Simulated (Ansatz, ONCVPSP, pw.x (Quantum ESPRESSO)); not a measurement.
W (Z = 74): one change to the ONCV potential, in the atom and in the fcc crystal

ONCVPSP 4.0.1.1 (patched build) input, shortened (lines: element, Z, core and valence counts, functional; n l f; lmax; l rc ep ncon nbas qcut; lloc lpopt rc5 dvloc0; l nproj debl; icmod fcfact rcfact), PBE, scalar-relativistic:

```
  W 74.00   10    4        4      upf
    1    0    2.00
    2    0    2.00
    2    1    6.00
    3    0    2.00
    3    1    6.00
    3    2   10.00
    4    0    2.00
    4    1    6.00
    4    2   10.00
    4    3   14.00
    5    0    2.00
    5    1    6.00
    5    2    4.00
    6    0    2.00
    2
    0    1.90    0.00    4    8    8.30
    1    2.05    0.00    3    6    6.00
    2    2.80    0.00    5   10    5.20
    4    5    1.55    6.00
    0    2    2.00
    1    1    0.70
    2    2    3.30
    2    0.65    1.15
```

Change: p: rc 1.9, qcut 6.5, nproj 0; local potential the p channel.

Cutoffs, loose and tight: the cutoffs (Ha) at which the residual kinetic energy of the hardest occupied pseudo-wave falls to 1 and 0.1 mHa per electron. They do not see the model core or the augmentation charge, which bear on the density cutoff. Test errors are all-electron minus pseudo excitation energies from the reference, over the configurations 5s2 5p6 5d4 6s1; 5s2 5p6 5d4 6s0; 5s2 5p6 5d3 6s0; 5s2 5p6 5d5 6s1; variants that change the core or the reference have their own tests.

Crystal test: fcc W in pw.x 7.5, no spin, 14³ k-points, Fermi–Dirac smearing 0.01 Ry, cutoffs set for each file from its atomic test. The reference is all-electron LAPW (Ansatz 0.2.0) with the same functional, mesh and smearing; V0 and B0 come from Birch–Murnaghan fits to the pressures at five volumes. Errors are pseudo minus all-electron; Δ is the rms difference of the E(V) curves that follow from these fits, minima aligned, over ±6 % about the mean V0. Mesh and smearing are coarse, so the numbers serve the comparison and aren't converged zero-temperature values; the lattice is a test structure that the element need not adopt.

All-electron: a0 = 4.039 Å (V0 = 16.47 Å³/atom), B0 = 280.9 GPa.

Question: Does the change bring the crystal closer to the all-electron result?

Answer: The mean pressure error goes from -2.39 to -10.40 GPa, so the change moves the solid further from the all-electron pressures.

```json
{"quantity": "outcome (atom)", "base": "generated", "changed": "generated"}
{"quantity": "cutoff, loose (atom)", "base": "19 Ha", "changed": "19 Ha"}
{"quantity": "cutoff, tight (atom)", "base": "23 Ha", "changed": "23 Ha"}
{"quantity": "bound ghosts (atom)", "base": "none", "changed": "none"}
{"quantity": "largest test error (meV) (atom)", "base": "-5.1", "changed": "-6.6"}
{"quantity": "cutoffs in pw.x (Ry)", "base": "55/220", "changed": "55/220"}
{"quantity": "a0 (Å)", "base": "4.028", "changed": "3.990"}
{"quantity": "a0 error (%)", "base": "-0.28", "changed": "-1.21"}
{"quantity": "B0 error (%)", "base": "+0.9", "changed": "+8.8"}
{"quantity": "Δ (meV/atom)", "base": "8.6", "changed": "37.8"}
{"quantity": "mean pressure error (GPa)", "base": "-2.39", "changed": "-10.40"}
```

Changed file: This is a poor potential for the solid.
